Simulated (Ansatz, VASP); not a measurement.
# Cross-check of BN between VASP and Ansatz

Wanted: the spread between two codes on one cell, functional and k mesh. The structure shown is the end of the Ansatz relaxation below.

Program: Ansatz 0.2.0. Level of theory: plane waves, with VASP 6.6.1 beside it; single point at PBEsol. Results are calculated unless marked as measured.

## 1. Starting point

Symmetry: F-43m, No. 216, cubic system. The conventional cell has a = 3.605 Å, b = 3.605 Å, c = 3.605 Å, α = 90.00°, β = 90.00°, γ = 90.00°. N has 4 B at 1.56 Å nearest. Nearest to B lie 4 N at 1.56 Å. Farther neighbours and most contacts between anions are not listed.

Structure file:

```cif
data_structure
_symmetry_space_group_name_H-M 'P 1'
_symmetry_Int_Tables_number 1
_cell_length_a 2.5492
_cell_length_b 2.5492
_cell_length_c 3.6051
_cell_angle_alpha 90.000
_cell_angle_beta 90.000
_cell_angle_gamma 90.000
_cell_volume 23.43
loop_
_atom_site_label
_atom_site_type_symbol
_atom_site_fract_x
_atom_site_fract_y
_atom_site_fract_z
_atom_site_occupancy
N1 N 0.50000 0.00000 0.75000 1
N2 N 0.00000 0.50000 0.25000 1
B3 B 0.00000 0.00000 0.00000 1
B4 B 0.50000 0.50000 0.50000 1
```

## 2. Ansatz: relaxation, PBEsol

Ansatz runs on its PAW soft_1 files.

This run makes the geometry at which the two programs are then compared.

File input.yaml:

```yaml
crystal:
  lattice:
    - [2.549224, 0.0, 0.0]
    - [0.0, 2.549224, 0.0]
    - [0.0, 0.0, 3.605147]
  atoms:
    - { symbol: "N", position: [0.5, 0.0, 0.75] }
    - { symbol: "N", position: [0.0, 0.5, 0.25] }
    - { symbol: B, position: [0.0, 0.0, 0.0] }
    - { symbol: B, position: [0.5, 0.5, 0.5] }
kpoints:
  mp_grid: { grid: [11, 11, 8] }
scf:
  occupations: { method: fermi_dirac, width: 0.02 }
hamiltonian:
  xc: pbesol
  pseudopotentials: { kind: paw, azcp: { folder: soft_1 }, xc_functional: pbe }
basis:
  ecutwfc: 600
output:
  forces: true
  stress: true
relax:
  f_tol: 0.005
  max_steps: 70
  cell: { stress_tol: 0.02, p_target: 0, fix: [c, alpha, beta, gamma] }
```

Launch:

```sh
$ ansatz run input.yaml --threads 4 --pin off --max-ram 10240MiB --backend cpu --events-out ev --progress --plain --runs-dir out
```

Numbers of over 12 decimals in the logs are rounded to 6 here.

The log of the run:

```text
Engine: ansatz 0.2.0, aarch64-unknown-linux-gnu
Pseudopotentials: kind: paw
Pseudopotential: N, paw, valence charge 5, recommended cutoff 420 eV (normal), soft_1/N.paw.azcp
Pseudopotential: B, paw, valence charge 3, recommended cutoff 420 eV (normal), soft_1/B.paw.azcp
Functional definition: PBEsol
  exchange = pbesol_x
  correlation = pbesol_c
Crystal: 4 atoms, lattice volume = 23.428 Å³
Basis set: ecut = 600 eV, 775 PW (Γ), exchange–correlation on 48×48×60 points (8 copies of the dense FFT grid, shifted against one another)
Bands: 12, of which v1, the nominal top of the filled ones, is band 8 counted from 1 (7 counted from 0)
Symmetry: 16 space group operations
Space group: F-43m (ITA 216), of the structure as read, at distance tolerance 2.9e-5 Å
k-points: 105 of 968 (time reversal used)
Non-local potential: N, projectors of the file, l = 0: 2, l = 1: 2, l = 2: 1
Non-local potential: B, projectors of the file, l = 0: 2, l = 1: 2, l = 2: 1
PAW form: soft (Blöchl's): semilocal exchange-correlation on the pseudo side does not see the compensation charge
PAW frozen core: N, regenerated for the run's functional, and the local potential with it (the file was generated under x = pbe(κ = 0.804, μ = 0.219515), c = pbe(β = 0.066725))
PAW frozen core: B, regenerated for the run's functional, and the local potential with it (the file was generated under x = pbe(κ = 0.804, μ = 0.219515), c = pbe(β = 0.066725))
PAW one-centre angular grid: N, 110 points (default); XC on 64 Gauss nodes
PAW one-centre angular grid: B, 110 points (default); XC on 64 Gauss nodes
Initial density: superposition of atomic densities (chi_scale 0.1, normalization cell, long waves kept (reshape's long-wave potential 0.00 eV rms))
Initial wavefunctions: pseudopotential atomic-orbital guess
Functional: x = pbesol(κ = 0.804, μ = 0.123457), c = pbesol(β = 0.046)
SCF iter   1: F=—  HF=-1068.969088 eV  |F-HF|=—  |Δ(HF+E_count)|=         —  Δρ=1.41e-1  dr2=3.73e0  ethr=3.10e-3  ⟨swp⟩=4.5  Hψ=6554  notcnv=0
preconditioner: auto → none  [insulator: Δε(μ)=5.619 eV  Ē_g=18.359 eV  σ=0.020 eV  W_gap=1.00  n_scr=6 (ndim 8)  ℏωp=30.7 eV  f_vac=0.000  D(μ)=0.00/eV (n_scr^D=0)  ε∞_Penn≈3.8]
SCF iter   2: F=—  HF=-1067.809690 eV  |F-HF|=—  |Δ(HF+E_count)|=    1.16e0  Δρ=6.22e-2  dr2=4.85e-1  ethr=3.10e-3  ⟨swp⟩=2.5  Hψ=3436  notcnv=0
SCF iter   3: F=—  HF=-1067.699248 eV  |F-HF|=—  |Δ(HF+E_count)|=   1.10e-1  Δρ=2.17e-2  dr2=6.45e-2  ethr=3.03e-3  ⟨swp⟩=2.5  Hψ=2376  notcnv=0
SCF iter   4: F=—  HF=-1067.688238 eV  |F-HF|=—  |Δ(HF+E_count)|=   1.10e-2  Δρ=2.59e-3  dr2=5.83e-4  ethr=4.03e-4  ⟨swp⟩=3.0  Hψ=2520  notcnv=0
SCF iter   5: F=—  HF=-1067.688328 eV  |F-HF|=—  |Δ(HF+E_count)|=   9.03e-5  Δρ=3.17e-4  dr2=1.45e-5  ethr=3.65e-6  ⟨swp⟩=2.8  Hψ=2295  notcnv=0
SCF iter   6: F=—  HF=-1067.688347 eV  |F-HF|=—  |Δ(HF+E_count)|=   1.85e-5  Δρ=1.64e-5  dr2=1.62e-8  ethr=6.25e-10  ⟨swp⟩=3.6  Hψ=5448  notcnv=0
SCF iter   7: F=-1067.688347 eV  HF=-1067.688347 eV  |F-HF|=2.90e-10  |Δ(HF+E_count)|=   7.44e-9  Δρ=1.49e-6  dr2=4.31e-10  ethr=1.01e-10  ⟨swp⟩=1.0  Hψ=3861  notcnv=0
SCF 1 converged in 7 iterations: F = -1067.688347 eV  dr2 = 4.31e-10
  greatest PAW one-centre occupation: 0.787 electrons in one spin orbital (limit 2), on the N atom at site 1 (counted from 0), in its partial waves of l = 0
relax step   1: F+E_penalty+E_count = -1067.68834668 eV  Δ(F+E_penalty+E_count) = +0.000e0 eV  max|allowed force component| = 4.337e-17 eV/Å  Δτ_max = 0.0000 Å  P = +0.015 GPa  Ω = 23.428 Å³  fix = [c, alpha, beta, gamma]  reactions: c +0.015 GPa  (7 SCF iters, dr2 threshold 1.00e-7 eV, accepted)
Initial density: handed on by an earlier stage of this run
Initial wavefunctions: pseudopotential atomic-orbital guess (no wavefunctions were taken with the density)
iter 1 solved again at ethr=2.78e-8 eV; its pass at ethr=3.10e-3 eV (dr2=4.45e-6 eV) is discarded
SCF iter   1: F=—  HF=-1067.688324 eV  |F-HF|=—  |Δ(HF+E_count)|=         —  Δρ=1.60e-6  dr2=3.96e-10  ethr=2.78e-8  ⟨swp⟩=3.1  Hψ=10730  notcnv=0
eigensolver tolerance schedule: the retry pair's looser diagonalisation over-reported the residual by 11241.67 of it (diagonalisation noise at 0.11 of the residual, at the tolerance the schedule requests for it); recorded, not acted on — ethr = c·dr2/N_el stays at c = 1.0e-1
preconditioner: auto → none  [insulator: Δε(μ)=4.293 eV  Ē_g=17.831 eV  σ=0.020 eV  W_gap=1.00  n_scr=6 (ndim 8)  ℏωp=30.7 eV  f_vac=0.000  D(μ)=0.00/eV (n_scr^D=0)  ε∞_Penn≈4.0]
SCF iter   2: F=—  HF=-1067.688347 eV  |F-HF|=—  |Δ(HF+E_count)|=   2.26e-5  Δρ=4.73e-7  dr2=2.55e-11  ethr=2.47e-12  ⟨swp⟩=3.1  Hψ=2529  notcnv=0
SCF iter   3: F=-1067.688347 eV  HF=-1067.688347 eV  |F-HF|=9.09e-13  |Δ(HF+E_count)|=  4.55e-13  Δρ=2.16e-7  dr2=4.57e-12  ethr=1.00e-12  ⟨swp⟩=5.0  Hψ=4768  notcnv=0
SCF 2 converged in 3 iterations: F = -1067.688347 eV  dr2 = 4.57e-12
relax step   2: F+E_penalty+E_count = -1067.68834668 eV  Δ(F+E_penalty+E_count) = -1.723e-10 eV  max|allowed force component| = 9.541e-17 eV/Å  Δτ_max = 0.0000 Å  P = +0.015 GPa  Ω = 23.428 Å³  fix = [c, alpha, beta, gamma]  reactions: c +0.015 GPa  stress off target by 1.49e-2 GPa on what of the cell is left free  SCF on the basis re-selected at this cell (its energy is not comparable with the rows above)  (3 SCF iters)
basis re-selected at this cell: Δ(F+E_penalty+E_count) = -1.723e-10 eV, ΔP = +0.000 GPa vs the last step (what re-selecting the basis moved, of the pressure what is left beyond the Pulay correction that the steps carried, after the strain that the cell walked since its last selection, with what the two solves' SCF thresholds leave and, on support functions, any second-order correction that the steps lacked; it is no  [...]
SCF converged after 3 iterations
Free energy (F): -1067.688347 eV
Harris-Foulkes:  -1067.688347 eV  (|F-HF|=9.09e-13)
Internal energy: -1067.688347 eV  (E = F + TS)
E sigma→0 (E₀):  -1067.688347 eV
Fermi energy:    13.415042 eV
--- Per-component energies (eV) ---
  E_band       = 53.108720
  E_kinetic    = 366.870831
  E_local      = -314.310793  (includes V_loc(G=0)·N_el)
  E_nonlocal   = 84.864344
  E_hartree    = 96.281870
  E_xc         = -185.125055
  E_vxc        = -229.814867  (∫ρ·V_xc dr)
  E_paw        = -397.626978  (= ΣΔE_a)
  E_vpaw       = -47.064561  (= ΣTr[D̂ρ^β])
  E_aug_tail   = 0.000052  (compensation charges beyond the density's cutoff)
  E_ewald      = -718.728236
  E_core_change = 0.085619  (= ΣΔE_core)
  E_smearing   = -0.000000  (= −TS)
  E_closure    = -0.000000  (closes the sum)
  Σ components = -1067.688347   (vs F -1067.688347, Δ=0.00e0)
--- Forces (eV/Å), atoms counted from 1 ---
  atom   1  N      0.00000000     0.00000000     0.00000000
  atom   2  N      0.00000000     0.00000000     0.00000000
  atom   3  B     -0.00000000    -0.00000000    -0.00000000
  atom   4  B     -0.00000000    -0.00000000    -0.00000000
  max |Σ_I F_I| component: 1.56e-16 eV/Å
--- Stress (GPa, compression-positive) ---
        0.014904       0.000000      -0.000000
        0.000000       0.014904       0.000000
       -0.000000      -0.000000       0.014740
  P = ⅓ Tr σ = 0.0148 GPa (0.148 kbar)
--- Relaxed structure (1 steps of the walk, 1 accepted, 1 SCFs on fresh bases) ---
  F+E_penalty+E_count = -1067.68834668 eV   max|allowed force component| = 9.541e-17 eV/Å   (the final SCF, on the basis selected at the relaxed cell)
  cell:  # Å, volume = 23.4282 Å³
    - [2.549224, 0.0, 0.0]
    - [0.0, 2.549224, 0.0]
    - [0.0, 0.0, 3.605147]
  atoms:
    - { symbol: N, position: [0.5, 0.0, 0.75] }
    - { symbol: N, position: [0.0, 0.5, 0.25] }
    - { symbol: B, position: [0.0, 0.0, 0.0] }
    - { symbol: B, position: [0.5, 0.5, 0.5] }
```

## 3. VASP: single point, PBEsol, pair 1

The same cell, functional, mesh and smearing now go to VASP, with its own data sets.

Lines of VASP's logs that name or quote its potential files are left out, and so is its time.

File INCAR:

```
SYSTEM = BN
PREC = Accurate
ENCUT = 600
EDIFF = 1E-06
NELM = 120
ISMEAR = -1
SIGMA = 0.02
LREAL = .FALSE.
ALGO = Normal
GGA = PS
NBANDS = 14
LORBIT = 11
LWAVE = .FALSE.
LCHARG = .FALSE.
ISIF = 2
LASPH = .TRUE.
GGA_COMPAT = .FALSE.
EFERMI = MIDGAP
```

File POSCAR:

```
BN
1.0
    2.5492240000      0.0000000000      0.0000000000
    0.0000000000      2.5492240000      0.0000000000
    0.0000000000      0.0000000000      3.6051470000
N B
2 2
Direct
    0.5000000000      0.0000000000      0.7500000000
    0.0000000000      0.5000000000      0.2500000000
    0.0000000000      0.0000000000      0.0000000000
    0.5000000000      0.5000000000      0.5000000000
```

File KPOINTS:

```
Automatic mesh
0
Gamma
11 11 8
0 0 0
```

PAW data sets: N and B (PBE family, release 64).

Launch:

```sh
$ mpirun -np 1 vasp_std
```

The log of the run:

```text
[banner, memory and clock lines left out]
running    1 mpi-ranks, on    1 nodes
 distrk:  each k-point on    1 cores,    1 groups
 distr:  one band on    1 cores,    1 groups

 POSCAR found type information on POSCAR N B
 POSCAR found :  2 types and       4 ions
|                                                                             |
|               ----> ADVICE to this user running VASP <----                  |
|                                                                             |
|     You enforced a specific xc type in the INCAR file but a different       |
|     [... a line on the potential file left out ...]
|     I HOPE YOU KNOW WHAT YOU ARE DOING!                                     |
|                                                                             |

 LDA part: xc-table for (Slater+PW92), standard interpolation
 POSCAR, INCAR and KPOINTS ok, starting setup
 FFT: planning ... GRIDC
 FFT: planning ... GRID_SOFT
 FFT: planning ... GRID
 WAVECAR not read
 entering main loop
       N       E                     dE             d eps       ncg     rms          rms(c)
DAV:   1     0.520758948436E+02    0.52076E+02   -0.96327E+03  2940   0.128E+03
DAV:   2    -0.355719368616E+02   -0.87648E+02   -0.81810E+02  4050   0.284E+02
DAV:   3    -0.386044868244E+02   -0.30325E+01   -0.30203E+01  4050   0.508E+01
DAV:   4    -0.386180875371E+02   -0.13601E-01   -0.13600E-01  3078   0.359E+00
DAV:   5    -0.386181883652E+02   -0.10083E-03   -0.10081E-03  3918   0.279E-01    0.930E+00
DAV:   6    -0.369078650064E+02    0.17103E+01   -0.32659E+00  3756   0.155E+01    0.450E+00
DAV:   7    -0.367438425549E+02    0.16402E+00   -0.25713E-01  3594   0.458E+00    0.268E+00
DAV:   8    -0.367025388591E+02    0.41304E-01   -0.60981E-02  3282   0.203E+00    0.240E-01
DAV:   9    -0.367012735966E+02    0.12653E-02   -0.26167E-03  3630   0.556E-01    0.128E-01
DAV:  10    -0.367013508660E+02   -0.77269E-04   -0.19080E-04  3624   0.129E-01    0.232E-02
DAV:  11    -0.367013484458E+02    0.24202E-05   -0.43783E-05  3804   0.588E-02    0.118E-02
DAV:  12    -0.367013477567E+02    0.68917E-06   -0.50921E-06  3468   0.212E-02
   1 F= -.36701348E+02 E0= -.36701348E+02  d E =0.000000E+00
```

Parts of OUTCAR (step 3):

```text
ion  position               nearest neighbor table
   1  0.500  0.000  0.750-   3 1.56   4 1.56   4 1.56   3 1.56
   2  0.000  0.500  0.250-   3 1.56   4 1.56   3 1.56   4 1.56
   3  0.000  0.000  0.000-   1 1.56   2 1.56   2 1.56   1 1.56
   4  0.500  0.500  0.500-   1 1.56   2 1.56   1 1.56   2 1.56

  LATTYP: Found a simple tetragonal cell.
 ALAT       =     2.5492240000
 C/A-ratio  =     1.4142135018

 Subroutine GETGRP returns: Found  8 space group operations
 (whereof  8 operations were pure point group operations)

The static configuration has the point symmetry D_2d.

 Found    105 irreducible k-points:

   k-points           NKPTS =    105   k-points in BZ     NKDIM =    105   number of bands    NBANDS=     14

   dimension x,y,z NGX =    20 NGY =   20 NGZ =   30
   dimension x,y,z NGXF=    40 NGYF=   40 NGZF=   60

   ENCUT  =  600.0 eV  44.10 Ry    6.64 a.u.   5.09  5.09  7.20*2*pi/ulx,y,z

   NELECT =      16.0000    total number of electrons

 k-points in reciprocal lattice and weights: Automatic mesh
   0.00000000  0.00000000  0.00000000       0.001
   0.09090909  0.00000000  0.00000000       0.004
   0.18181818  0.00000000  0.00000000       0.004
   0.27272727  0.00000000  0.00000000       0.004
   0.36363636  0.00000000  0.00000000       0.004
   0.45454545  0.00000000  0.00000000       0.004
   0.09090909  0.09090909  0.00000000       0.004
   0.18181818  0.09090909  0.00000000       0.008
   0.27272727  0.09090909  0.00000000       0.008
[...]
0.45454545  0.36363636  0.50000000       0.008
   0.45454545  0.45454545  0.50000000       0.004

 average (electrostatic) potential at core
       1 -60.2989       2 -60.2989       3 -24.3792       4 -24.3792

 E-fermi :   9.6064

 k-point     1 :       0.0000    0.0000    0.0000
  band No.  band energies     occupation
    ...
      4       2.4834      2.00000
      5       2.4834      2.00000
      6       7.4639      2.00000
      7       7.4639      2.00000
      8       7.4639      2.00000
      9      11.7490      0.00000
     10      16.2638      0.00000
     11      16.2638      0.00000
     12      16.2638      0.00000
     13      16.6002      0.00000
    ...

 k-point     2 :       0.0909    0.0000    0.0000
  band No.  band energies     occupation
    ...
      4       1.8560      2.00000
      5       2.5988      2.00000
      6       6.8222      2.00000
      7       7.1096      2.00000
      8       7.4143      2.00000
      9      12.3188      0.00000
     10      16.3752      0.00000
     11      16.3760      0.00000
     12      16.6815      0.00000
     13      17.1007      0.00000
    ...

 k-point     3 :       0.1818    0.0000    0.0000
  band No.  band energies     occupation
    ...
      4       0.5341      2.00000
      5       2.9372      2.00000
      6       5.3247      2.00000
      7       6.1859      2.00000
      8       7.2476      2.00000
      9      13.4281      0.00000
     10      16.7117      0.00000
     11      16.7581      0.00000
     12      17.4781      0.00000
     13      18.6457      0.00000
    ...

  Total        0.0738145      0.0738145      0.0738419      0.0000000     -0.0000000      0.0000000
  in kB        5.0479277      5.0479277      5.0498011      0.0000000     -0.0000000      0.0000000
  external PRESSURE =       5.0485522 kB  Pullay stress =       0.0000000 kB

  energy-cutoff  :      600.00
  volume of cell :       23.43
      direct lattice vectors                 reciprocal lattice vectors
     2.549224000  0.000000000  0.000000000     0.392276238  0.000000000  0.000000000
     0.000000000  2.549224000  0.000000000     0.000000000  0.392276238  0.000000000
     0.000000000  0.000000000  3.605147000     0.000000000  0.000000000  0.277381200

 POSITION                                       TOTAL-FORCE (eV/Angst)
 -----------------------------------------------------------------------------------
      1.27461      0.00000      2.70386        -0.000000      0.000000      0.000000
      0.00000      1.27461      0.90129        -0.000000      0.000000      0.000000
      0.00000      0.00000      0.00000         0.000000     -0.000000      0.000000
      1.27461      1.27461      1.80257        -0.000000      0.000000     -0.000000
 -----------------------------------------------------------------------------------
    total drift:                                0.000000      0.000000     -0.000000

  FREE ENERGIE OF THE ION-ELECTRON SYSTEM (eV)
  ---------------------------------------------------
  free  energy   TOTEN  =       -36.7013477567 eV

  energy  without entropy=      -36.7013477567  energy(sigma->0) =      -36.70134776

 total charge
# of ion       s       p       d       tot
------------------------------------------
    1        1.205   2.752   0.000   3.957
    2        1.205   2.752   0.000   3.957
    3        0.678   1.372   0.000   2.050
    4        0.678   1.372   0.000   2.050
--------------------------------------------------
tot          3.766   8.247   0.000  12.013

[... 3 further parts left out ...]
```

The run ends at a pressure of 0.50 GPa.

## 4. Differences

Known differences besides the potentials themselves: Ansatz makes its cores anew for this functional, VASP keeps those of its PBE data sets; Ansatz's pressure holds a Pulay correction, VASP's none. Total energies have different zeros and are not compared.

Both answers:

```csv
quantity,Ansatz,VASP,difference
pressure (GPa),0.01,0.50,-0.49
gap on the k mesh (eV),4.293,4.285,+0.008
```

A gap on the mesh is an upper bound, since the band edges may lie between its points.

## 5. Ansatz: relaxation, PBEsol

This run makes the geometry at which the two programs are then compared. The cell compared in this pair holds 23.14 Å³, against 23.43 Å³ for the pair before.

The structure compared here is the end of the Ansatz relaxation.

Changes to input.yaml since step 2:

```diff
@@ -2,5 +2,5 @@
   lattice:
-    - [2.549224, 0.0, 0.0]
-    - [0.0, 2.549224, 0.0]
-    - [0.0, 0.0, 3.605147]
+    - [2.56197012, 0.0, 0.0]
+    - [0.0, 2.56197012, 0.0]
+    - [0.0, 0.0, 3.53304406]
   atoms:
```

Launch:

```sh
$ ansatz run input.yaml --threads 4 --pin off --max-ram 10240MiB --backend cpu --events-out ev --progress --plain --runs-dir out
```

The log of the run:

```text
[...]
Crystal: 4 atoms, lattice volume = 23.190 Å³
Basis set: ecut = 600 eV, 775 PW (Γ), exchange–correlation on 48×48×60 points (8 copies of the dense FFT grid, shifted against one another)
Bands: 12, of which v1, the nominal top of the filled ones, is band 8 counted from 1 (7 counted from 0)
Symmetry: 16 space group operations
[...]
k-points: 105 of 968 (time reversal used)
[...]
0.000000       0.000000      14.436808
  P = ⅓ Tr σ = 4.8164 GPa (48.164 kbar)
--- Relaxed structure (3 steps of the walk, 3 accepted, 1 SCFs on fresh bases) ---
[...]
cell:  # Å, volume = 23.1437 Å³
    - [2.559420, 0, 0]
    - [0, 2.559420, 0]
    - [0, 0, 3.53304406]
  atoms:
    - { symbol: N, position: [0.5, 0, 0.75] }
    - { symbol: N, position: [0, 0.5, 0.25] }
    - { symbol: B, position: [0, 0, 0] }
    - { symbol: B, position: [0.5, 0.5, 0.5] }
[key lines of the parts left out:]
SCF converged after 5 iterations
Free energy (F): -1067.667073 eV
Fermi energy:    13.547339 eV
```

(Part 1 of 2 ends here.)

[Lines on the potential files, build, host, timing and source positions are cut from VASP's logs without a mark.]

[Logs are printed without paths, hosts, clocks, repeated set-up lines and the standing remarks that a program may print on its own settings, such as how far it seeks lower states.]

[Hosts, paths, dates, database ids (printed as entryN), source tags and the programs' standing remarks are cut or masked in the printed files.]
